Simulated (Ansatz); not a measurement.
## Si: symmetry broken, then relaxed

Computed with DFT r2SCAN, scalar-relativistic, plane waves, PAW in Ansatz 0.2.0. The runs took a 500 eV cutoff, a Γ-centred 12×12×4 mesh and Gaussian smearing (0.05 eV). No spin polarisation. Energies are free energies at this smearing, counted from the undisturbed cell; pressure is positive in compression.

Zero of the scan (relaxed at this level; this form isn't the usual structure):

```
CELL_PARAMETERS angstrom
3.83191 0.00000 0.00000
-1.91595 3.31853 0.00000
0.00000 0.00000 6.34182
ATOMIC_POSITIONS crystal
Si 0.33333 0.66667 0.06309
Si 0.66667 0.33333 0.56309
Si 0.33333 0.66667 0.43691
Si 0.66667 0.33333 0.93691
```

The atoms are displaced (Å, in the unstrained cell):

```csv
atom,ux,uy,uz
Si1,-0.003,0.059,-0.001
Si2,-0.012,0.035,-0.023
Si3,0.006,-0.087,0.030
Si4,0.009,-0.007,-0.006
```

The cell is strained by (-0.0057, 0.0125, -0.0093, -0.0225, 0.0330, 0.0059) (xx, yy, zz, yz, xz, xy; engineering shear). Cell and atoms are then relaxed.

**Question.** Does the relaxation return to the undisturbed structure?

**Answer.** Yes (up to a choice of domain or origin): same space group and volume, and an energy 0.0 meV/atom from it. The disturbance itself cost 40.4 meV/atom. The final space group reads P6_3/mmc (tolerance 0.05 Å) and the volume changes by -0.01 %.

Final structure:

```
CELL_PARAMETERS angstrom
3.83227 -0.00004 -0.00012
-1.91618 3.31837 0.00021
-0.00016 0.00028 6.34063
ATOMIC_POSITIONS crystal
Si 0.33343 0.66679 0.06306
Si 0.66656 0.33319 0.56307
Si 0.33321 0.66649 0.43694
Si 0.66679 0.33353 0.93694
```

The relaxation, step by step (energy from the first step; small jumps at an unchanged geometry come where the plane waves are selected anew for the new cell):

| step | ΔE (meV/atom) | largest force component (eV/Å) | pressure (GPa) |
| --- | --- | --- | --- |
| 1 | 0.0 | 1.570 | 0.56 |
| 2 | -34.4 | 0.367 | 0.11 |
| 3 | -40.3 | 0.018 | 0.08 |
| 4 | -40.4 | 0.002 | 0.02 |
| 5 | -40.4 | 0.002 | 0.02 |

Cost: 3 runs of about 7.5 core-minutes in all, on Intel Xeon Platinum 8259CL (Skylake/Cascade Lake) (shared hosts).